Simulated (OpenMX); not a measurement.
SnTe:

```
CELL_PARAMETERS angstrom
0.00000 3.15085 3.15085
3.15085 0.00000 3.15085
3.15085 3.15085 0.00000
ATOMIC_POSITIONS crystal
Te 0.50000 0.50000 0.50000
Sn 0.00000 0.00000 0.00000
```

Base run:

```yaml
Program: OpenMX 3.8.5
Functional: LDA
Potentials_or_basis: OpenMX 2013 LDA set, Te7.0-s3p2d2f1, Sn7.0-s3p2d2, grid cutoff 500 Ry
k_mesh: 5 × 5 × 5
Occupations: fermi-dirac, width 0.05 eV
Spin: no spin polarisation
```

Its results: pressure 0.0 GPa.

The run is repeated on the same cell with these changes: functional from LDA to PBE; potentials or basis from OpenMX 2013 LDA set, Te7.0-s3p2d2f1, Sn7.0-s3p2d2, grid cutoff 500 Ry to OpenMX 2013 PBE set, Te7.0-s3p2d2f1, Sn7.0-s3p2d2, grid cutoff 500 Ry. What comes out?

Pressure 3.7 GPa.

Caveats: the basis of atomic orbitals isn't converged, which shifts pressures, moduli and gaps.
